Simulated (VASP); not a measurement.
Crystal: Ta.

```
CELL_PARAMETERS angstrom
0.00000 3.93312 4.71838
2.46413 0.00000 4.71838
2.46413 3.93312 0.00000
ATOMIC_POSITIONS crystal
Ta 0.47001 0.47001 0.02999
Ta 0.77999 0.77999 0.22001
Ta 0.22001 0.22001 0.77999
Ta 0.02999 0.02999 0.47001
```

The cell was built by a generator and needn't be a form met in nature.

The cell isn't the ideal one: random cell with space group Fddd (No. 70).

- Program: VASP 6.6.1
- Task: relaxation of cell and atoms
- Functional: PBE
- Potentials or basis: VASP PAW PBE potentials, release 64 (Ta_pv)
- Cutoff: 600 eV
- k mesh: 4 × 4 × 4
- Occupations: gaussian, width 0.1 eV
- Spin: no spin polarisation

At the start: pressure -9.3 GPa; volume 22.86 Å³/atom.

Task: How do energy, volume and symmetry change on relaxing?

Result: Over 17 steps the energy falls by 1053.0 meV/atom and the volume is 18.33 Å³/atom (-19.8 %); space group Im-3m (No. 229, to 0.05 Å).

Step by step:
```
step  energy change (eV)  largest force (eV/Å)  pressure (GPa)  volume (Å³)
   1              0.0000                0.2947           -9.34        91.46
   2             -2.4948                1.3974           10.29        73.09
   3             -2.3989                1.7716           22.54        68.99
   4             -3.6225                1.1678            1.28        74.35
   5             -3.7326                0.9807           -3.15        75.85
   6             -3.7303                1.0116           -2.74        75.69
   7             -3.9872                0.6908           -0.78        74.27
   8             -4.0629                0.4280            1.47        73.24
   9             -4.0727                0.3380            2.68        72.74
  10             -4.0734                0.3118            3.35        72.47
  11             -4.1178                0.1078           -4.50        75.22
  12             -4.1217                0.1483           -2.88        74.59
  13             -4.1855                0.0023           -2.01        74.01
  14             -4.1593                0.3217            2.39        72.47
  15             -4.2094                0.0140           -0.86        73.52
  16             -4.2118                0.0227           -0.36        73.34
  17             -4.2118                0.0264           -0.25        73.31
```

Final structure:
```yaml
crystal:
  lattice:
    - [0.00000, 3.32390, 3.31774]
    - [3.32374, 0.00000, 3.31774]
    - [3.32374, 3.32390, 0.00000]
  atoms:
    - { symbol: Ta, position: [0.50322, 0.50322, 0.99678] }
    - { symbol: Ta, position: [0.74678, 0.74678, 0.25322] }
    - { symbol: Ta, position: [0.25322, 0.25322, 0.74678] }
    - { symbol: Ta, position: [0.99678, 0.99678, 0.50322] }
```

Caveat: the k mesh is coarse (spacing up to 0.41 Å⁻¹), so the values aren't converged; the volume moved by over 15 % at a fixed basis, so the end points are rough.
